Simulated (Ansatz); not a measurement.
I need a charge-density difference against the sublattices of ZrN, space group Fm-3m. Use Ansatz's Python interface. Level of theory (first run): PBEsol, PAW, cutoff 460 eV, 9×9×9 k-points, cold smearing of 0.1 eV.

```yaml
crystal:
  lattice:
    - [0.00000, 2.30000, 2.30000]
    - [2.30000, 0.00000, 2.30000]
    - [2.30000, 2.30000, 0.00000]
  atoms:
    - { symbol: Zr, position: [0.50000, 0.50000, 0.50000] }
    - { symbol: N, position: [0.00000, 0.00000, 0.00000] }
```

`drho.py`:
```python
import warnings

import ansatz
import numpy as np

VECTORS = np.array([
    [0.0, 2.3, 2.3],
    [2.3, 0.0, 2.3],
    [2.3, 2.3, 0.0],
])
SITES = [
    ("Zr", [0.5, 0.5, 0.5]),
    ("N", [0.0, 0.0, 0.0]),
]


def crystal_on(cell):
    crystal = ansatz.Crystal(lattice=ansatz.Lattice.of(cell))
    for symbol, position in SITES:
        crystal = crystal.atom(symbol, position)
    return crystal

warnings.simplefilter("ignore", ansatz.DeckWarning)

def solve(crystal):
    return (
        crystal.calculation()
        .occupations("cold", width=0.1)
        .functional("pbesol")
        .basis(460, grid_basis="typed")
        .kpoints(9, 9, 9)
        .density()
        .run(threads=1)
    )


whole = solve(crystal_on(VECTORS))
difference = whole.density().channels[0].density_e_per_ang3.copy()
binding = whole.report["free_energy_ev"]
for element in ["Zr", "N"]:
    part = ansatz.Crystal(lattice=ansatz.Lattice.of(VECTORS))
    for symbol, position in SITES:
        if symbol == element:
            part = part.atom(symbol, position)
    alone = solve(part)
    difference -= alone.density().channels[0].density_e_per_ang3
    binding -= alone.report["free_energy_ev"]
    print(f"{element} sublattice: {alone.report['n_electrons']:g} electrons, {alone.report['n_iterations']} iterations")

voxel = abs(np.linalg.det(VECTORS)) / difference.size
print(f"energy of the crystal less its unpolarised sublattices: {binding / len(SITES):.4f} eV/atom")
print(f"net charge of the difference {difference.sum() * voxel:.5f} e, charge moved {0.5 * np.abs(difference).sum() * voxel:.3f} e")
print(f"extremes {difference.min():.4f} and {difference.max():.4f} e/A^3")
for (symbol, position) in SITES:
    index = tuple(int(round(p * n)) % n for p, n in zip(position, difference.shape))
    print(f"  change of the pseudo-density at the grid point nearest {symbol}: {difference[index]:+.4f} e/A^3")
profile = difference.mean(axis=(0, 1))
print("planar mean along the third vector:", np.round(profile[:: max(len(profile) // 12, 1)], 4))
```

```console
$ python drho.py
Zr sublattice: 12 electrons, 5 iterations
N sublattice: 5 electrons, 5 iterations
energy of the crystal less its unpolarised sublattices: -5.4931 eV/atom
net charge of the difference -0.00000 e, charge moved 0.523 e
extremes -0.1388 and 0.1415 e/A^3
  change of the pseudo-density at the grid point nearest Zr: -0.0834 e/A^3
  change of the pseudo-density at the grid point nearest N: -0.1388 e/A^3
planar mean along the third vector: [ 0.0184  0.0202  0.0165  0.0047 -0.0106 -0.0246 -0.0307 -0.0246 -0.0106
  0.0047  0.0165  0.0202]
```

Caveats:
- No spin polarisation was allowed.
- For a metal this k-point mesh is coarse: on a finer one energies can move by several to tens of meV an atom and pressures by half a GPa or more, differences at one mesh by less.
- Of the deposited cell: the entry's cell lengths or inner coordinates differ somewhat from later room-temperature determinations.
- Grid values close to the nuclei reflect the PAW or pseudopotential construction, not the all-electron fields.
- The starting cell is as deposited in a crystallographic database; the results hold for this polymorph, which needn't be the stable one.
- Charge moved counts every rearrangement, bonding and polarisation too, and is no transfer between atoms; the bare sublattices are artificial references. Values near the nuclei depend on the potentials.
- Timing: 1.9 s on 1 thread of Intel(R) Xeon(R) Platinum 8488C (Sapphire Rapids) (shared host), peak memory 0.36 GiB.

(Lines on the test bed's own set-up are left out of the output.)
